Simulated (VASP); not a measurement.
# Rb (I4/mmm) in VASP: a series of runs, part 3 of 3

VASP 6.6.1. The steps go on from the part before.

## 6. Single point, PBE (volume scaled by 0.98)

File INCAR:

```
PREC = Accurate
ENCUT = 520
EDIFF = 1E-7
ISMEAR = -1
SIGMA = 0.05
LREAL = False
LASPH = True
NELM = 80
ALGO = Normal
ISIF = 2
LWAVE = False
LCHARG = True
GGA = PE
LELF = True
LVHAR = True
NBANDS = 10
```

File KPOINTS:

```
Automatic mesh
0
Gamma
  7 7 7
```

File POSCAR:

```
Rb
1.0
   -2.9346823254      2.9346823254      2.7125168232
    2.9346823254     -2.9346823254      2.7125168232
    2.9346823254      2.9346823254     -2.7125168232
Rb
1
Direct
    0.0000000000      0.0000000000      0.0000000000
```

Potentials or basis: VASP PAW PBE potentials, release 64 (Rb_sv).

Launch:

```console
$ cat potpaw_PBE.64/Rb_sv/POTCAR > POTCAR
$ mpirun -np 1 vasp_std > vasp.out
```

Wall time 19 s (1 thread of Intel Xeon Platinum 8559C (Emerald Rapids), shared host); peak memory 0.24 GiB.

Results (log left out):

```yaml
Free_energy: -0.9424 eV
Pressure: -0.1 GPa
Band_gap_on_the_k_mesh: none (metal or under the smearing width)
```

Levels at points of the mesh, in eV from the Fermi level:
```
           k point  band 2  band 3  band 4  band 5  band 6  band 7  band 8  band 9
(0.00, 0.00, 0.00)  -12.96  -12.96  -12.96   -1.93    3.40    3.81    3.81    4.29
```

## 7. Overview

```csv
level,cell,smearing,gap on the mesh (eV),pressure (GPa)
BLYP,as given,gaussian 0.025 eV,none,0.0
PBE,volume scaled by 0.94,fermi-dirac 0.05 eV,none,0.0
PBE,volume scaled by 0.96,fermi-dirac 0.05 eV,none,0.0
PBE,volume scaled by 1.04,fermi-dirac 0.05 eV,none,-0.2
PBE,volume scaled by 0.98,fermi-dirac 0.05 eV,none,-0.1
```

Alike in all rows: task single point; potentials or basis VASP PAW PBE potentials, release 64 (Rb_sv); no spin polarisation; k mesh 7 × 7 × 7; cutoff (eV) 520.

Caveats: the PAW data sets were made with another functional, which shifts forces and pressure a little (some runs).

Absolute energies hang on the potentials; compare differences alone.
